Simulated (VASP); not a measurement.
# MnS (Fm-3m) in VASP: a series of runs, part 2 of 2

VASP 6.6.1. Earlier steps stand in the parts before.

## (3) Relaxation of cell and atoms, PBEsol, collinear spin, ferromagnetic start

This run uses another cell than the first one, of 15.08 Å³/atom, 0.853 times its volume.

Contents of INCAR:

```
ALGO = Normal ; AMIX = 0.2
AMIX_MAG = 0.8 ; BMIX = 1E-4
BMIX_MAG = 1E-4 ; EDIFF = 1E-7
EDIFFG = -0.005 ; ENCUT = 600
GGA = PS ; IBRION = 2
ISIF = 3 ; ISMEAR = 0
ISPIN = 2 ; LASPH = True
LCHARG = False ; LMAXMIX = 4
LORBIT = 11 ; LREAL = False
LWAVE = False ; MAGMOM = 4 0
NELM = 150 ; NSW = 90
PREC = Accurate ; SIGMA = 0.03
```

Contents of KPOINTS:

```
k-points
0
Gamma
  10 10 10
```

Contents of POSCAR:

```
MnS                                     
1.0
   -0.0000000000      2.4703211549      2.4703211549
    2.4703211549      0.0000000000      2.4703211549
    2.4703211549      2.4703211549      0.0000000000
  Mn              S             
     1     1
Direct
     0.0000000000000000    0.0000000000000000    0.0000000000000000
     0.5000000000000000    0.5000000000000000    0.5000000000000000
```

Potentials or basis: VASP PAW PBE potentials, release 64 (Mn_pv, S).

Run with:

```bash
cat potpaw_PBE.64/Mn_pv/POTCAR potpaw_PBE.64/S/POTCAR > POTCAR
mpirun -np 1 vasp_std > vasp.out
```

OUTCAR:

```text
AMIX = 0.2
   AMIX_MAG = 0.8
   EDIFF = 1E-7
   EDIFFG = -0.005
   ENCUT = 600
   GGA = PS
   IBRION = 2
   ISIF = 3
   ISMEAR = 0
   ISPIN = 2
   LASPH = True
   LORBIT = 11
   LREAL = False
   NELM = 150
   NSW = 90
   PREC = Accurate

 ion  position               nearest neighbor table
   1  0.000  0.000  0.000-   2 2.47   2 2.47   2 2.47   2 2.47   2 2.47   2 2.47
   2  0.500  0.500  0.500-   1 2.47   1 2.47   1 2.47   1 2.47   1 2.47   1 2.47

  LATTYP: Found a face centered cubic cell.
[... 1085 lines left out ...]
  external PRESSURE =       0.3628044 kB  Pullay stress =       0.0000000 kB

 VOLUME and BASIS-vectors are now :
 -----------------------------------------------------------------------------
  energy-cutoff  :      600.00
  volume of cell :       30.15
      direct lattice vectors                 reciprocal lattice vectors
     0.000000000  2.470321155  2.470321155    -0.202402833  0.202402833  0.202402833
     2.470321155  0.000000000  2.470321155     0.202402833 -0.202402833  0.202402833
     2.470321155  2.470321155  0.000000000     0.202402833  0.202402833 -0.202402833

 POSITION                                       TOTAL-FORCE (eV/Angst)
 -----------------------------------------------------------------------------------
      0.00000      0.00000      0.00000         0.000000      0.000000      0.000000
      2.47032      2.47032      2.47032        -0.000000     -0.000000     -0.000000
 -----------------------------------------------------------------------------------
    total drift:                               -0.000000      0.000000      0.000000

  FREE ENERGIE OF THE ION-ELECTRON SYSTEM (eV)
  ---------------------------------------------------
  free  energy   TOTEN  =       -14.9867072615 eV

  energy  without entropy=      -14.9862253296  energy(sigma->0) =      -14.98646630

 reached required accuracy - stopping structural energy minimisation

 total charge

# of ion       s       p       d       tot
------------------------------------------
    1        0.250   6.218   5.031  11.498
    2        1.323   2.394   0.000   3.717
--------------------------------------------------
tot          1.572   8.612   5.031  15.215

 magnetization (x)

# of ion       s       p       d       tot
------------------------------------------
    1        0.053   0.043   3.699   3.795
    2        0.026   0.031   0.000   0.057
--------------------------------------------------
tot          0.079   0.075   3.699   3.852
```

CONTCAR:

```text
MnS
   1.00000000000000
     0.0000000000000000    2.4703211549000001    2.4703211549000001
     2.4703211549000001    0.0000000000000000    2.4703211549000001
     2.4703211549000001    2.4703211549000001    0.0000000000000000
  Mn              S
     1     1
Direct
     0.0000000000000000    0.0000000000000000    0.0000000000000000
     0.5000000000000000    0.5000000000000000    0.5000000000000000

  0.00000000E+00  0.00000000E+00  0.00000000E+00
  0.00000000E+00  0.00000000E+00  0.00000000E+00
```

It took 26 s on 1 thread of Intel Xeon Platinum 8559C (Emerald Rapids), shared host; peak memory 0.19 GiB.

What came out:

```yaml
Free_energy: -14.9867 eV
Pressure_after_relaxing: 0.0 GPa
Band_gap_on_the_k_mesh: none (metal or under the smearing width)
Net_moment: 4.11 μB per cell
Site_moments: Mn +3.79; S +0.06 μB
Valence_electrons_inside_the_program's_atomic_spheres: Mn 11.50; S 3.72
```

Final structure:
```
CELL_PARAMETERS angstrom
0.00000 2.47032 2.47032
2.47032 0.00000 2.47032
2.47032 2.47032 0.00000
ATOMIC_POSITIONS crystal
Mn 0.00000 0.00000 0.00000
S 0.50000 0.50000 0.50000
```

Levels at points of the mesh, in eV from the Fermi level:
Spin up:
```csv
k point,band 9,band 10,band 11,band 12,band 13,band 14,band 15
"(0.00, 0.00, 0.00)",-3.29,-2.07,-2.07,-2.07,2.96,8.96,8.96
"(0.50, 0.00, 0.00)",-2.62,-2.16,1.08,1.08,2.82,5.47,5.47
"(0.50, 0.50, 0.00)",-2.93,-2.42,-2.42,-1.76,1.23,5.70,11.50
```
Spin down:
| k point | band 5 | band 6 | band 7 | band 8 | band 9 | band 10 |
| --- | --- | --- | --- | --- | --- | --- |
| (0.00, 0.00, 0.00) | -1.86 | -1.86 | -1.86 | -0.29 | -0.29 | -0.29 |
| (0.50, 0.00, 0.00) | -7.55 | -4.11 | -4.11 | 1.00 | 1.00 | 1.28 |
| (0.50, 0.50, 0.00) | -6.60 | -3.72 | -3.72 | -1.73 | 0.40 | 1.31 |

Caveat: the relaxation stopped at its first step, so nothing moved; the PAW data sets were made with another functional, which shifts forces and pressure a little; a cell with one magnetic atom can't hold antiferromagnetic order, which such compounds often take; semilocal functionals often make such compounds metallic where correlation or magnetic order opens a gap, which also shifts bond lengths. With open d or f shells a metallic result of PBEsol can be an artefact of self-interaction; +U or a hybrid may open a gap.

## (4) Relaxation of cell and atoms, LDA, collinear spin, ferromagnetic start

Changes to INCAR since step 3:

```diff
@@ -2,5 +2,5 @@
 AMIX_MAG = 0.8 ; BMIX = 1E-4
-BMIX_MAG = 1E-4 ; EDIFF = 1E-7
-EDIFFG = -0.005 ; ENCUT = 600
-GGA = PS ; IBRION = 2
+BMIX_MAG = 1E-4 ; EDIFF = 1E-6
+EDIFFG = -0.01 ; ENCUT = 600
+GGA = CA ; IBRION = 2
 ISIF = 3 ; ISMEAR = 0
```

KPOINTS is that of step 3.

Contents of POSCAR:

```
MnS
1.0
    0.0000000000      2.6045000000      2.6045000000
    2.6045000000      0.0000000000      2.6045000000
    2.6045000000      2.6045000000      0.0000000000
Mn S
1 1
Direct
    0.0000000000      0.0000000000      0.0000000000
    0.5000000000      0.5000000000      0.5000000000
```

Potentials or basis: VASP PAW LDA potentials, release 64 (Mn_pv, S).

Run with:

```bash
cat potpaw_LDA.64/Mn_pv/POTCAR potpaw_LDA.64/S/POTCAR > POTCAR
mpirun -np 1 vasp_std > vasp.out
```

It took 2.6 min on 1 thread of Intel Xeon Platinum 8488C (Sapphire Rapids), shared host; peak memory 0.19 GiB.

It converged, with:

```yaml
Free_energy: -15.3755 eV
Relaxed_volume: 13.68 Å³/atom
Relaxed_cell: a = 3.382 Å, b = 3.382 Å, c = 3.382 Å, α = 60.00°, β = 60.00°, γ = 60.00°
Space_group_after_relaxing_to_0.05_Å: Fm-3m (No. 225)
Energy_gained_by_relaxing: 202.7 meV/atom
Ionic_steps: 6
Pressure_after_relaxing: 0.0 GPa
Band_gap_on_the_k_mesh: none (metal or under the smearing width)
Net_moment: 3.48 μB per cell
Site_moments: Mn +3.22; S +0.06 μB
Valence_electrons_inside_the_program's_atomic_spheres: Mn 11.68; S 3.74
```

The path:
```tsv
step	energy change (eV)	largest force (eV/Å)	pressure (GPa)	volume (Å³)
1	0.0000	0.0000	-13.09	35.33
2	-0.3897	0.0000	-3.18	28.45
3	-0.4055	0.0000	-0.15	27.38
4	-0.4053	0.0000	0.57	27.23
5	-0.4054	0.0000	-0.38	27.43
6	-0.4055	0.0000	-0.02	27.35
```

Final structure:
```
Mn S
1.0
     0.00000    2.39135    2.39135
     2.39135    0.00000    2.39135
     2.39135    2.39135    0.00000
Mn S
1 1
Cartesian
  0.0000 0.0000 0.0000
  2.3914 2.3914 2.3914
```

Levels at points of the mesh, in eV from the Fermi level:
Spin up:
```
           k point  band 9  band 10  band 11  band 12  band 13  band 14
(0.00, 0.00, 0.00)   -2.89    -1.91    -1.91    -1.91     4.27     9.61
(0.50, 0.00, 0.00)   -2.01    -1.50     1.96     1.96     3.20     5.91
(0.50, 0.50, 0.00)   -2.42    -1.76    -1.76    -0.97     1.95     6.35
```
Spin down:
```
           k point  band 6  band 7  band 8  band 9  band 10  band 11
(0.00, 0.00, 0.00)   -1.69   -1.69   -0.70   -0.70    -0.70    -0.57
(0.50, 0.00, 0.00)   -4.44   -4.44    0.76    0.76     1.14     3.55
(0.50, 0.50, 0.00)   -3.76   -3.76   -2.25    0.05     1.12     1.12
```

Caveat: the volume moved by over 15 % at a fixed basis, so the end points are rough; the volume moved by -23 % from the deposited cell, more than functionals usually miss; a cell with one magnetic atom can't hold antiferromagnetic order, which such compounds often take; semilocal functionals often make such compounds metallic where correlation or magnetic order opens a gap, which also shifts bond lengths.

## (5) Relaxation of cell and atoms, LDA, collinear spin, ferromagnetic start

This run uses another cell than the first one, of 13.68 Å³/atom, 0.774 times its volume.

Changes to INCAR since step 4:

```diff
@@ -2,4 +2,4 @@
 AMIX_MAG = 0.8 ; BMIX = 1E-4
-BMIX_MAG = 1E-4 ; EDIFF = 1E-6
-EDIFFG = -0.01 ; ENCUT = 600
+BMIX_MAG = 1E-4 ; EDIFF = 1E-7
+EDIFFG = -0.005 ; ENCUT = 600
 GGA = CA ; IBRION = 2
```

KPOINTS is that of step 4.

Contents of POSCAR:

```
MnS                                     
1.0
    0.0000000000      2.3913535838      2.3913535838
    2.3913535838     -0.0000000000      2.3913535838
    2.3913535838      2.3913535838      0.0000000000
  Mn              S             
     1     1
Direct
     0.0000000000000000    0.0000000000000000    0.0000000000000000
     0.5000000000000000    0.5000000000000000    0.5000000000000000
```

Potentials or basis: VASP PAW LDA potentials, release 64 (Mn_pv, S).

Run with:

```bash
cat potpaw_LDA.64/Mn_pv/POTCAR potpaw_LDA.64/S/POTCAR > POTCAR
mpirun -np 1 vasp_std > vasp.out
```

OUTCAR:

```text
AMIX = 0.2
   AMIX_MAG = 0.8
   EDIFF = 1E-7
   EDIFFG = -0.005
   ENCUT = 600
   GGA = CA
   IBRION = 2
   ISIF = 3
   ISMEAR = 0
   ISPIN = 2
   LASPH = True
   LORBIT = 11
   LREAL = False
   NELM = 150
   NSW = 90
   PREC = Accurate

 ion  position               nearest neighbor table
   1  0.000  0.000  0.000-   2 2.39   2 2.39   2 2.39   2 2.39   2 2.39   2 2.39
   2  0.500  0.500  0.500-   1 2.39   1 2.39   1 2.39   1 2.39   1 2.39   1 2.39

  LATTYP: Found a face centered cubic cell.
 ALAT       =     4.7827071676

  Lattice vectors:

 A1 = (   0.0000000000,   2.3913535838,   2.3913535838)
 A2 = (   2.3913535838,   0.0000000000,   2.3913535838)
 A3 = (   2.3913535838,   2.3913535838,   0.0000000000)

Analysis of symmetry for initial positions (statically):
=====================================================================
 Subroutine PRICEL returns:
[... 1058 lines left out ...]
     11      10.5741      0.00000
     12      11.5812      0.00000
     13      13.4282      0.00000
     14      17.2821      0.00000
     15      19.7118      0.00000

 [... further k-points ...]

------------------------ aborting loop because EDIFF is reached ----------------------------------------

  FORCE on cell =-STRESS in cart. coord.  units (eV):
  Direction    XX          YY          ZZ          XY          YZ          ZX
  --------------------------------------------------------------------------------------
  -------------------------------------------------------------------------------------
  Total        0.0012803      0.0012803      0.0012803     -0.0000000     -0.0000000      0.0000000
  in kB        0.0750006      0.0750006      0.0750006     -0.0000000     -0.0000000      0.0000000
  external PRESSURE =       0.0750006 kB  Pullay stress =       0.0000000 kB

 VOLUME and BASIS-vectors are now :
 -----------------------------------------------------------------------------
  energy-cutoff  :      600.00
  volume of cell :       27.35
      direct lattice vectors                 reciprocal lattice vectors
     0.000000000  2.391353584  2.391353584    -0.209086604  0.209086604  0.209086604
     2.391353584  0.000000000  2.391353584     0.209086604 -0.209086604  0.209086604
     2.391353584  2.391353584  0.000000000     0.209086604  0.209086604 -0.209086604

 POSITION                                       TOTAL-FORCE (eV/Angst)
 -----------------------------------------------------------------------------------
      0.00000      0.00000      0.00000        -0.000000     -0.000000      0.000000
      2.39135      2.39135      2.39135         0.000000      0.000000     -0.000000
 -----------------------------------------------------------------------------------
    total drift:                               -0.000000      0.000000      0.000000

  FREE ENERGIE OF THE ION-ELECTRON SYSTEM (eV)
  ---------------------------------------------------
  free  energy   TOTEN  =       -15.3723758661 eV

  energy  without entropy=      -15.3716486711  energy(sigma->0) =      -15.37201227

 reached required accuracy - stopping structural energy minimisation

 total charge

# of ion       s       p       d       tot
------------------------------------------
    1        0.275   6.250   5.155  11.680
    2        1.323   2.416   0.000   3.739
--------------------------------------------------
tot          1.598   8.666   5.155  15.418

 magnetization (x)

# of ion       s       p       d       tot
------------------------------------------
    1        0.050   0.035   3.136   3.221
    2        0.020   0.036   0.000   0.056
--------------------------------------------------
tot          0.070   0.070   3.136   3.276
```

OSZICAR:

```text
N       E                     dE             d eps       ncg     rms          rms(c)
DAV:   1     0.154343950282E+03    0.15434E+03   -0.11699E+04  2820   0.155E+03
DAV:   2    -0.995148829577E+01   -0.16430E+03   -0.15802E+03  3016   0.381E+02
DAV:   3    -0.164645645802E+02   -0.65131E+01   -0.64608E+01  3401   0.811E+01
DAV:   4    -0.165431008771E+02   -0.78536E-01   -0.78477E-01  3366   0.924E+00
DAV:   5    -0.165445057575E+02   -0.14049E-02   -0.14048E-02  3521   0.125E+00    0.153E+01
DAV:   6    -0.153913727291E+02    0.11531E+01   -0.31472E+00  3100   0.248E+01    0.105E+01
DAV:   7    -0.153928630392E+02   -0.14903E-02   -0.22211E-01  3082   0.367E+00    0.775E+00
DAV:   8    -0.153782051555E+02    0.14658E-01   -0.25577E-02  3268   0.251E+00    0.435E+00
DAV:   9    -0.153724414609E+02    0.57637E-02   -0.56663E-03  3391   0.109E+00    0.556E-01
DAV:  10    -0.153724086001E+02    0.32861E-04   -0.11525E-03  3395   0.546E-01    0.216E-01
DAV:  11    -0.153723888343E+02    0.19766E-04   -0.18566E-04  3205   0.180E-01    0.148E-01
DAV:  12    -0.153723765728E+02    0.12261E-04   -0.38175E-05  3157   0.688E-02    0.443E-02
DAV:  13    -0.153723761812E+02    0.39155E-06   -0.10925E-05  3339   0.386E-02    0.226E-02
DAV:  14    -0.153723759221E+02    0.25908E-06   -0.24992E-06  3380   0.141E-02    0.692E-03
DAV:  15    -0.153723758661E+02    0.55996E-07   -0.14666E-07  2401   0.491E-03
   1 F= -.15372376E+02 E0= -.15372012E+02  d E =-.153724E+02  mag=     3.4789
```

CONTCAR:

```text
MnS
   1.00000000000000
     0.0000000000000000    2.3913535838000000    2.3913535838000000
     2.3913535838000000    0.0000000000000000    2.3913535838000000
     2.3913535838000000    2.3913535838000000    0.0000000000000000
  Mn              S
     1     1
Direct
     0.0000000000000000    0.0000000000000000    0.0000000000000000
     0.5000000000000000    0.5000000000000000    0.5000000000000000

  0.00000000E+00  0.00000000E+00  0.00000000E+00
  0.00000000E+00  0.00000000E+00  0.00000000E+00
```

Wall time 29 s (1 thread of Intel Xeon Platinum 8488C (Sapphire Rapids), shared host); peak memory 0.17 GiB.

What came out:

| Property | Result |
| --- | --- |
| Free energy | -15.3724 eV |
| Pressure after relaxing | 0.0 GPa |
| Band gap on the k mesh | none (metal or under the smearing width) |
| Net moment | 3.48 μB per cell |
| Site moments | Mn +3.22; S +0.06 μB |
| Valence electrons inside the program's atomic spheres | Mn 11.68; S 3.74 |

Final structure:
```
CELL_PARAMETERS angstrom
0.00000 2.39135 2.39135
2.39135 0.00000 2.39135
2.39135 2.39135 0.00000
ATOMIC_POSITIONS crystal
Mn 0.00000 0.00000 0.00000
S 0.50000 0.50000 0.50000
```

Caveat: the relaxation stopped at its first step, so nothing moved; a cell with one magnetic atom can't hold antiferromagnetic order, which such compounds often take; semilocal functionals often make such compounds metallic where correlation or magnetic order opens a gap, which also shifts bond lengths. With open d or f shells a metallic result of LDA can be an artefact of self-interaction; +U or a hybrid may open a gap.
